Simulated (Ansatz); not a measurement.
## TaSi2: relaxation of cell and atoms with PBEsol+D4

Crystal: TaSi2.

```
Ta Si
1.0
     4.78000    0.00000    0.00000
    -2.39000    4.13960    0.00000
     0.00000    0.00000    6.56400
Ta Si
3 6
Direct
  0.00000 0.50000 0.16667
  0.50000 0.50000 0.83333
  0.50000 0.00000 0.50000
  0.33330 0.16665 0.16667
  0.16665 0.83335 0.83333
  0.83335 0.66670 0.50000
  0.66670 0.83335 0.16667
  0.83335 0.16665 0.83333
  0.16665 0.33330 0.50000
```

```yaml
Program: Ansatz 0.2.0
Task: relaxation of cell and atoms
Functional: PBEsol
Dispersion: D4
Potentials_or_basis: Ansatz PAW
Cutoff: "420 eV (not typed: the program's choice for these potentials)"
k_mesh: 7 × 7 × 4
Occupations: fermi-dirac, width 0.05 eV
Spin: no spin polarisation
```

```json
{
 "Relaxed volume": "14.11 Å³/atom",
 "Relaxed cell": "a = 4.734 Å, b = 4.734 Å, c = 6.543 Å, α = 90.00°, β = 90.00°, γ = 120.00°",
 "Space group after relaxing (to 0.05 Å)": "P6_222 (No. 180)",
 "Energy gained by relaxing": "19.9 meV/atom",
 "Ionic steps": "5",
 "Pressure after relaxing": "0.0 GPa",
 "Largest force after relaxing": "0.009 eV/Å",
 "Band gap on the k mesh": "none (metal or under the smearing width)"
}
```

Forces in eV/Å, atoms in the order of the input:
```
Ta   0.000  0.000  0.000
Ta   0.000  0.000  0.000
Ta   0.000  0.000  0.000
Si  -0.008 -0.004  0.000
Si  -0.008  0.004  0.000
Si   0.000  0.009  0.000
Si   0.008  0.004  0.000
Si   0.008 -0.004  0.000
Si   0.000 -0.009  0.000
```

Step by step:
| step | energy change (eV) | largest force (eV/Å) | volume (Å³) |
| --- | --- | --- | --- |
| 1 | 0.0000 | 0.7444 | 129.88 |
| 2 | -0.1479 | 0.1994 | 125.27 |
| 3 | -0.1781 | 0.0032 | 127.39 |
| 4 | -0.1800 | 0.0087 | 126.97 |
| 5 | -0.1792 | 0.0088 | 126.97 |

Final structure:
```cif
data_structure
_symmetry_space_group_name_H-M 'P 1'
_symmetry_Int_Tables_number 1
_cell_length_a 4.7337
_cell_length_b 4.7337
_cell_length_c 6.5428
_cell_angle_alpha 90.000
_cell_angle_beta 90.000
_cell_angle_gamma 120.000
_cell_volume 126.97
loop_
_atom_site_label
_atom_site_type_symbol
_atom_site_fract_x
_atom_site_fract_y
_atom_site_fract_z
_atom_site_occupancy
Ta1 Ta 0.00000 0.50000 0.16667 1
Ta2 Ta 0.50000 0.50000 0.83333 1
Ta3 Ta 0.50000 0.00000 0.50000 1
Si1 Si 0.31938 0.15969 0.16667 1
Si2 Si 0.15969 0.84031 0.83333 1
Si3 Si 0.84031 0.68062 0.50000 1
Si4 Si 0.68062 0.84031 0.16667 1
Si5 Si 0.84031 0.15969 0.83333 1
Si6 Si 0.15969 0.31938 0.50000 1
```

Levels at points of the mesh, in eV from the Fermi level:
```csv
k point,band 29,band 30,band 31,band 32,band 33,band 34,band 35,band 36
"(0.00, 0.00, 0.00)",-2.37,-2.24,-2.24,-1.48,0.69,3.08,3.08,3.59
"(0.00, 0.00, -0.50)",-1.94,-1.76,-1.76,1.10,1.10,2.76,2.76,3.51
```

Run time: 19 s on 4 threads of Arm Neoverse V1, with other jobs on the host, peak memory 0.47 GiB.

Caveat: the plane-wave basis is chosen anew once the cell has moved, so the energies of steps on either side of that aren't comparable; pairwise dispersion overbinds metals, which lowers pressure and volume; the PAW data sets come from PBE, with cores solved anew for the run's functional, which leaves a small shift of forces and pressure. Spin-orbit coupling is left out, which matters for the levels of Ta.
